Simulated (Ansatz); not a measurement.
Hf:

```
CELL_PARAMETERS angstrom
3.19670 0.00000 0.00000
-1.59835 2.76842 0.00000
0.00000 0.00000 5.05780
ATOMIC_POSITIONS crystal
Hf 0.66667 0.33333 0.75000
Hf 0.33333 0.66667 0.25000
```

* Program: Ansatz 0.2.0
* Task: relaxation of cell and atoms
* Functional: PBEsol
* Potentials or basis: all-electron LAPW, scalar-relativistic
* Basis error allowed: 0.001 eV/atom
* k mesh: 10 × 10 × 5
* Occupations: fermi-dirac, width 0.05 eV
* Spin: no spin polarisation

At the start: volume 22.38 Å³/atom.

Question: Where does the relaxation end?

Answer: Over 4 steps the energy falls by 10.1 meV/atom and the volume is 21.58 Å³/atom (-3.6 %); space group P6_3/mmc (No. 194, to 0.05 Å).

The path:
```csv
step,energy change (eV),largest force (eV/Å),volume (Å³)
1,0.0000,0.0000,44.76
2,-0.0200,0.0000,43.25
3,-0.0201,0.0000,43.15
4,-0.0201,0.0000,43.15
```

Final structure:
```
Hf
1.0
     3.15959    0.00000    0.00000
    -1.57980    2.73629    0.00000
     0.00000    0.00000    4.99109
Hf
2
Cartesian
  1.5798 0.9121 3.7433
  0.0000 1.8242 1.2478
```
